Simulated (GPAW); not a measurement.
The system is RbCl.

```
CELL_PARAMETERS angstrom
0.00000 3.27400 3.27400
3.27400 0.00000 3.27400
3.27400 3.27400 0.00000
ATOMIC_POSITIONS crystal
Rb 0.00000 0.00000 0.00000
Cl 0.50000 0.50000 0.50000
```

Base run:

| Quantity | Value |
| --- | --- |
| Program | GPAW 26.7.0 |
| Functional | PBEsol |
| Potentials or basis | PAW data sets generated in the run's folder for this functional |
| Cutoff | 600 eV |
| Basis | pw |
| k mesh | 7 × 7 × 7 |
| Occupations | fermi-dirac, width 0.05 eV |
| Spin | no spin polarisation |

Its results: band gap on the k mesh 4.89 eV, direct; pressure -0.1 GPa.

Question: The run is repeated on the same cell with these changes: functional from PBEsol to PBE; potentials or basis from PAW data sets generated in the run's folder for this functional to GPAW PAW data sets (gpaw-data 1.2.1). What comes out?

Answer: Band gap on the k mesh 5.05 eV, direct; pressure 1.1 GPa.
